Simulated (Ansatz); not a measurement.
Relaxed bulk LiF:

```
Li F
1.0
     0.00000    2.00395    2.00395
     2.00395    0.00000    2.00395
     2.00395    2.00395    0.00000
Li F
1 1
Direct
  0.00000 0.00000 0.00000
  0.50000 0.50000 0.50000
```

Miller indices refer to the conventional cell of Fm-3m (No. 225), a = 4.008 Å, b = 4.008 Å, c = 4.008 Å, α = 90.00°, β = 90.00°, γ = 90.00°. The bulk's gap is 9.05 eV.

The (111) slab of 9 planes, 9.3 Å thick with 15 Å of vacuum as cut; outer planes Li (top) and Li (bottom).

These are results of Ansatz 0.2.0, DFT PBEsol, scalar-relativistic, plane waves, PAW, not measurements. Cutoff 420 eV; k points 12×12×1 on the computed 9-atom cell (Γ-centred); Gaussian smearing, width 0.05 eV; no spin polarisation. The cell repeats along c with a dipole correction in the vacuum.

The slab isn't stoichiometric (Li5F4), so its surface energy depends on the chemical potentials; it is given with the excess atoms taken from the element's standard state, a limit at which the compound may itself be unstable, so the figure can be too low. This cut of an insulator is polar or leaves open shells, so the slab is metallic here; real surfaces compensate by reconstruction or adsorbates.

With the atoms at the bulk's places:

- Surface energy with the excess atoms taken from the elements: 1.32 J/m²
- Gap of the slab on the mesh: none (metal or semimetal)
- Work function: 4.43 eV

Task: What changes when all atoms relax within this surface cell and its symmetry?

Result: The energy falls by 0.001 J/m² a face, and the largest move is 0.02 Å.

```json
{
  "Surface energy with the excess atoms taken from the elements": "1.32 J/m²",
  "Gap of the slab on the mesh": "none (metal or semimetal)",
  "Work function": "4.43 eV"
}
```

| plane (bottom to top) | atoms | spacing to next, bulk (Å) | relaxed (Å) | change (%) |
| --- | --- | --- | --- | --- |
| 1 | Li | 1.157 | 1.168 | +1.0 |
| 2 | F | 1.157 | 1.167 | +0.9 |
| 3 | Li | 1.157 | 1.157 | 0.0 |
| 4 | F | 1.157 | 1.157 | 0.0 |
| 5 | Li | 1.157 | 1.157 | 0.0 |
| 6 | F | 1.157 | 1.157 | 0.0 |
| 7 | Li | 1.157 | 1.167 | +0.9 |
| 8 | F | 1.157 | 1.168 | +1.0 |
| 9 | Li |  |  |  |

Spin polarisation was left out, and a magnetic state may lie lower.